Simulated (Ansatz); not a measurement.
SO2 on the (001) surface of Ti, space group P6_3/mmc (No. 194) (top face towards +c; held atoms: 1, 2, 3, 4, 5, 6, 7, 8), one molecule per 28.9 Å². Starting structure (random tilt, lowest atom S over a top Ti site; the molecule's atoms stand last):

```xyz
19
Lattice="5.7729 0.0000 0.0000 -2.8865 4.9995 0.0000 0.0000 0.0000 25.2246" Properties=species:S:1:pos:R:3 pbc="T T T"
Ti    1.4432    0.8333    8.0000
Ti    0.0000    3.3330    8.0000
Ti    4.3297    0.8333    8.0000
Ti    2.8865    3.3330    8.0000
Ti    0.0000    1.6665   10.2870
Ti   -1.4432    4.1663   10.2870
Ti    2.8865    1.6665   10.2870
Ti    1.4432    4.1663   10.2870
Ti    1.4432    0.8333   12.6594
Ti    0.0000    3.3330   12.6594
Ti    4.3297    0.8333   12.6594
Ti    2.8865    3.3330   12.6594
Ti    0.0000    1.6665   14.8343
Ti   -1.4432    4.1663   14.8343
Ti    2.8865    1.6665   14.8343
Ti    1.4432    4.1663   14.8343
O    -0.4407    2.9380   17.9975
S     0.0000    1.6665   17.9943
O     1.2663    1.3923   18.3578
```

Method: DFT PBE+D3(BJ), scalar-relativistic, plane waves, PAW (Ansatz 0.2.0). Cutoff 420 eV; k points 4×4×1 on the computed 19-atom cell (Γ-centred); Gaussian smearing, width 0.10 eV; no spin polarisation. A dipole correction removes the field between periodic images along c.

E_ads is per molecule, from the clean relaxed slab and the free relaxed molecule; negative means bound; no zero-point or thermal terms, forces under 0.04 eV/Å, and the free molecule is spin-polarised where open-shell. Heights count from the highest slab atom.

Task: How strongly does it adsorb?

Result: -6.25 eV.

Task: Does the molecule survive, and how close does it come to the surface?

Result: It splits into O + SO. Its lowest atom lies 0.89 Å over the highest slab atom; shortest contacts O–Ti 1.90 Å, O–Ti 1.92 Å, O–Ti 1.92 Å.

Task: How do the dipole along +c and the top face's work function change?

Result: The dipole changes by -0.306 e·Å a cell, the work function by +1.93 eV.

Each end is the local minimum that its start leads to. The pieces were run without spin polarisation.

Spin polarisation was left out, and a magnetic state may lie lower.